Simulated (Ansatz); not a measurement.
A free-standing 1T monolayer of HfO2, relaxed with r2SCAN: 6 runs in Ansatz 0.2.0, each a construction of maximally localised Wannier functions. In-plane lattice: a = 3.232 Å, b = 3.232 Å, γ = 120.0°; thickness between the outer nuclei 1.92 Å. Around Hf lie 6 O at 2.10 Å; around O lie 3 Hf at 2.10 Å. These are computed values for a non-magnetic cell that may be hypothetical; none is a measurement.

```
CELL_PARAMETERS angstrom
3.23213 0.00000 0.00000
-1.61606 2.79911 0.00000
0.00000 0.00000 29.27600
ATOMIC_POSITIONS crystal
Hf 0.00000 0.00000 0.30742
O 0.33333 0.66667 0.34020
O 0.66667 0.33333 0.27464
```
The sheet repeats along a and b alone.

Windows count from the top of the filled bands; a dash means that no such window was set (without an outer window there is no disentanglement).

```csv
functional,SCF mesh,trial orbitals,functions,mesh,window (eV),frozen (eV),Ω total (Å²),Ω invariant (Å²),largest spread (Å²),least projectability,"interpolation miss of the model's filled bands (eV, to the nearest computed level)"
PBE,9×9×1,"O s, O p",8,12×12×1,–,–,7.67,6.80,0.96,0.84,0.000
PBE,9×9×1,O p,6,6×6×1,–,–,7.09,6.99,1.19,0.83,0.009
r2SCAN,9×9×1,O p,6,6×6×1,–,–,6.87,6.79,1.16,0.84,0.008
PBE+SOC,9×9×1,"O s, O p",16,6×6×1,–,–,15.03,13.26,0.94,0.84,–
```

**Question.** Estimate from these rows what the further settings give.

| functional | SCF mesh | trial orbitals | functions | mesh | window (eV) | frozen (eV) |
| --- | --- | --- | --- | --- | --- | --- |
| r2SCAN | 9×9×1 | O s, O p | 8 | 6×6×1 | – | – |
| PBE | 9×9×1 | O s, O p | 8 | 6×6×1 | – | – |

**Answer.**
```json
{"functional": "r2SCAN", "SCF mesh": "9×9×1", "trial orbitals": "O s, O p", "functions": "8", "mesh": "6×6×1", "window (eV)": "–", "frozen (eV)": "–", "Ω total (Å²)": "7.25", "Ω invariant (Å²)": "6.38", "largest spread (Å²)": "0.91", "least projectability": "0.85", "interpolation miss of the model's filled bands (eV, to the nearest computed level)": "0.008"}
{"functional": "PBE", "SCF mesh": "9×9×1", "trial orbitals": "O s, O p", "functions": "8", "mesh": "6×6×1", "window (eV)": "–", "frozen (eV)": "–", "Ω total (Å²)": "7.46", "Ω invariant (Å²)": "6.58", "largest spread (Å²)": "0.94", "least projectability": "0.84", "interpolation miss of the model's filled bands (eV, to the nearest computed level)": "0.009"}
```

For O s, O p with PBE the spread goes 7.46 Å² (6×6×1), 7.67 Å² (12×12×1): finite differences on a coarse mesh understate it.

Only the levels marked +SOC include spin-orbit coupling.
